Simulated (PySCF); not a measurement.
Fill in the blanks.

Spiropentane, C5H8.
Numbering: `[CH2:1]1[CH2:2][C:3]12[CH2:4][CH2:5]2` (hydrogens: H6, H7 on C1; H8, H9 on C2; H10, H11 on C4; H12, H13 on C5)

```csv
property,level,value
point group,PBE0-D3(BJ)/def2-TZVP,D2d
"rotational constants A, B, C",PBE0-D3(BJ)/def2-TZVP,"10.709, 4.221, 4.221 GHz"
dipole moment,CAM-B3LYP/aug-cc-pVTZ,0.00 D
HOMO energy,CAM-B3LYP/aug-cc-pVTZ,-9.14 eV
LUMO energy,CAM-B3LYP/aug-cc-pVTZ,0.37 eV
lowest singlet excitation,TDDFT CAM-B3LYP/aug-cc-pVTZ,?
strongest line among the 10 lowest singlet transitions,TDDFT CAM-B3LYP/aug-cc-pVTZ,?
lowest triplet excitation (Tamm–Dancoff),TDA CAM-B3LYP/aug-cc-pVTZ,7.07 eV
static isotropic polarisability,CAM-B3LYP/aug-cc-pVTZ,57.6 au
electronic spatial extent ⟨r²⟩ about the centre of nuclear charge,CAM-B3LYP/aug-cc-pVTZ,396 bohr²
13C chemical shifts (computed TMS as zero) by class,GIAO PBE0/pcSseg-2,?
1H chemical shifts (computed TMS as zero) by class,GIAO PBE0/pcSseg-2,0.75 (H6/H7/H8/H9/H10/H11/H12/H13) ppm
```

Electronic properties: PySCF, gas phase, density fitting. Isolated species at its PBE0-D3(BJ)/def2-TZVP geometry, gas phase.

(1) The 13C chemical shifts (computed TMS as zero) by class?

(2) Give the lowest singlet excitation.

(3) The strongest line among the 10 lowest singlet transitions?

Results:

(1) 11.0 (C3), 9.8 (C1/C2/C4/C5) ppm.

(2) 7.15 eV (173 nm, f = 0.008).

(3) S4/S5/S6 at 7.57 eV (164 nm, f = 0.098 summed over these states).

The largest Löwdin shares of the HOMO are 0.17 on C1, 0.17 on C4, 0.17 on C2 and 0.17 on C5. Point group D2d forbids a permanent dipole, so the rigid molecule has no electric-dipole pure rotational spectrum. With B = h/(8π²I), that is 505.379 GHz u Å² over I, the principal moments of inertia are 47.2, 119.7 and 119.7 u Å² (most abundant isotopes); the inertial defect Ic − Ia − Ib is -47.2 u Å² (zero for a rigid planar frame, negative otherwise).

For the TDDFT job (CAM-B3LYP/aug-cc-pVTZ), on 2 threads, Intel Xeon at 2.50 GHz (x86_64), no GPU, shared host, this took 2.0 min wall, 4.0 min CPU and 2.1 GiB of memory at its peak.
